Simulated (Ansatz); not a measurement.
**TePt: relaxation of cell and atoms with r2SCAN+D3(BJ)**

The system is TePt.

```
CELL_PARAMETERS angstrom
3.55919 0.00000 0.00000
0.00000 3.55919 0.00000
0.00000 0.00000 3.55919
ATOMIC_POSITIONS crystal
Pt 0.00000 0.00000 0.00000
Te 0.50000 0.50000 0.50000
```

Measurements of this composition are mostly on another form, of space group No. 166.

```json
{"Program": "Ansatz 0.2.0", "Task": "relaxation of cell and atoms", "Functional": "r2SCAN", "Dispersion": "D3(BJ)", "Potentials or basis": "Ansatz PAW", "Cutoff": "500 eV (not typed: the program's choice for these potentials)", "k mesh": "8 × 8 × 8", "Occupations": "fermi-dirac, width 0.05 eV", "Spin": "no spin polarisation"}
```

```
Relaxed volume                         : 19.74 Å³/atom
Relaxed cell                           : a = 3.405 Å, b = 3.405 Å, c = 3.405 Å, α = 90.00°, β = 90.00°, γ = 90.00°
Space group after relaxing (to 0.05 Å) : Pm-3m (No. 221)
Energy gained by relaxing              : 132.2 meV/atom
Ionic steps                            : 7
Pressure after relaxing                : 0.0 GPa
Band gap on the k mesh                 : none (metal or under the smearing width)
```

The path:
| step | energy change (eV) | largest force (eV/Å) | volume (Å³) |
| --- | --- | --- | --- |
| 1 | 0.0000 | 0.0000 | 45.09 |
| 2 | -0.2603 | 0.0000 | 38.81 |
| 3 | -0.2649 | 0.0000 | 39.72 |
| 4 | -0.2655 | 0.0000 | 39.50 |
| 5 | -0.2645 | 0.0000 | 39.50 |
| 6 | -0.2645 | 0.0000 | 39.49 |
| 7 | -0.2645 | 0.0000 | 39.49 |

Final structure:
```
Pt Te
1.0
     3.40530    0.00000    0.00000
     0.00000    3.40530    0.00000
     0.00000    0.00000    3.40530
Pt Te
1 1
Direct
  0.00000 0.00000 0.00000
  0.50000 0.50000 0.50000
```

Levels at points of the mesh, in eV from the Fermi level:
```tsv
k point	band 13	band 14	band 15	band 16	band 17	band 18	band 19	band 20	band 21
(0.00, 0.00, 0.00)	-2.82	-2.82	-2.82	-1.59	-1.59	-1.59	0.93	7.32	7.32
(0.00, 0.00, -0.50)	-4.65	-4.39	-2.75	-1.95	2.58	2.58	5.24	5.58	5.89
(0.00, -0.50, -0.50)	-4.93	-3.53	-3.53	-2.07	-1.99	-0.51	0.75	8.59	8.59
(-0.50, -0.50, -0.50)	-7.31	-1.94	-1.94	1.09	1.09	1.09	1.20	1.20	1.20
```

Wall time 14 s on 2 threads of Arm Neoverse V2, on a shared host, peak memory 0.43 GiB.

Caveat: the plane-wave basis is chosen anew once the cell has moved, so the energies of steps on either side of that aren't comparable; pairwise dispersion overbinds metals, which lowers pressure and volume; the PAW data sets come from PBE, with cores solved anew for the run's functional, which leaves a small shift of forces and pressure; the dispersion damping was fitted for another functional or another form of the correction. Spin-orbit coupling is left out, which matters for the levels of Pt, Te.
